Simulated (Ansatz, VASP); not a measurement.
## Ba in VASP and in Ansatz

```
Ba
1.0
     3.96700   -0.42451   -0.42451
    -0.42451    3.96700   -0.42451
    -0.42451   -0.42451    3.96700
Ba
1
Direct
  0.00000 0.00000 0.00000
```

Alike in both runs: task single point; functional PBEsol; k mesh 14 × 14 × 14; occupations gaussian, width 0.15 eV; no spin polarisation.

|  | VASP | Ansatz |
| --- | --- | --- |
| version | VASP 6.6.1 | Ansatz 0.2.0 |
| potentials or method | VASP PAW PBE potentials, release 64 (Ba_sv) | scalar-relativistic, plane waves, PAW |
| plane-wave cutoff (eV) | 520 | 420 |
| valence electrons in the cell | 10 | 10 |

|  | VASP | Ansatz | Ansatz less VASP |
| --- | --- | --- | --- |
| gap on the k mesh at the Fermi level (eV) | none | none | - |
| pressure (GPa) | -0.3 | -0.4 | -0.10 |
| largest component of the traceless stress (GPa) | 0.84 | 0.83 | -0.014 |

A gap of «none» marks a metal or a gap that the smearing closes.

Caveats: the PAW data sets were made with another functional, which shifts forces and pressure a little (VASP). Spin-orbit coupling is left out, which matters for the levels of Ba.
